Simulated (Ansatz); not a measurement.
The system is Co.

```
Co
1.0
     2.47200    0.00000    0.00000
    -1.23600    2.14081    0.00000
     0.00000    0.00000    4.02114
Co
2
Direct
  0.66667 0.33333 0.75000
  0.33333 0.66667 0.25000
```

Base run:

```yaml
Program: Ansatz 0.2.0
Functional: RPBE
Potentials_or_basis: all-electron LAPW, scalar-relativistic
Cutoff: 315 eV (chosen from the basis error)
Basis_error_allowed: 0.001 eV/atom
k_mesh: 12 × 12 × 7
Occupations: fermi-dirac, width 0.05 eV
Spin: collinear spin, ferromagnetic start
Starting_moments: "[2.0, 2.0] μB"
```

Its results: pressure 10.8 GPa; net moment 3.24 μB per cell; site moments Co +1.68 μB.

Question: The run is repeated on the same cell with these changes: functional from RPBE to PBEsol. What comes out?

Answer: Pressure -5.8 GPa; net moment 3.20 μB per cell; site moments Co +1.65 μB.

PBEsol binds more tightly than RPBE, so the same cell stands under less pressure.
